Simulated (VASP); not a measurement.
Write the native input for VASP 6.6.1 that does the following.

```yaml
Task: relaxation of cell and atoms
Functional: PBE
Potentials_or_basis: VASP PAW PBE potentials, release 64 (Hf_pv, Si, O)
Cutoff: 520 eV
k_mesh: 5 × 5 × 2
Occupations: gaussian, width 0.15 eV
Spin: no spin polarisation
Further_INCAR_settings: PREC = Normal; ALGO = Fast; EDIFF = 0.0001; IBRION = 2; EDIFFG = -0.08; NSW = 24; ISIF = 3
```

The structure of HfSiO4 lies in POSCAR:

```
HfSiO4
1.0
    3.2598738500      0.0000000000      0.0000000000
   -1.6299369300      2.8231335700      0.0000000000
    0.0000000000      0.0000000000      6.5942824500
Hf Si O
1 1 4
Direct
    0.0000000000      0.0000000000      0.5000000000
    0.0000000000      0.0000000000      0.0000000000
    0.3333333300      0.6666666700      0.7665540000
    0.3333333300      0.6666666700      0.2334460000
    0.6666666700      0.3333333300      0.7665540000
    0.6666666700      0.3333333300      0.2334460000
```

The cell was built by a generator and needn't be a form met in nature.

The input as run:

INCAR

```
PREC = Normal
ENCUT = 520
EDIFF = 1E-4
ISMEAR = 0
SIGMA = 0.15
LREAL = False
LASPH = True
NELM = 60
ALGO = Fast
ISIF = 3
LWAVE = False
LCHARG = False
GGA = PE
IBRION = 2
NSW = 24
EDIFFG = -0.08
```

KPOINTS

```
Automatic mesh
0
Gamma
  5 5 2
```

Potentials or basis: VASP PAW PBE potentials, release 64 (Hf_pv, Si, O).

Launch:

```sh
$ cat potpaw_PBE.64/Hf_pv/POTCAR potpaw_PBE.64/Si/POTCAR potpaw_PBE.64/O/POTCAR > POTCAR
$ mpirun -np 1 vasp_std > vasp.out
```

Results of the run:

* Relaxed volume: 10.50 Å³/atom
* Relaxed cell: a = 3.590 Å, b = 3.590 Å, c = 5.648 Å, α = 90.00°, β = 90.00°, γ = 120.00°
* Space group after relaxing (to 0.05 Å): P6/mmm (No. 191)
* Energy gained by relaxing: 861.7 meV/atom
* Ionic steps: 12
* Pressure after relaxing: 0.2 GPa
* Largest force after relaxing: 0.011 eV/Å
* Band gap on the k mesh: none (metal or under the smearing width)

Caveat: the k mesh is coarse (spacing up to 0.48 Å⁻¹), so the values aren't converged; the relaxation stopped at a loose force limit of 0.08 eV/Å, so its end isn't a converged minimum.

It took 60 s on 1 thread of Intel(R) Xeon(R) Platinum 8488C (Sapphire Rapids), with other jobs on the host, peak memory 0.15 GiB.
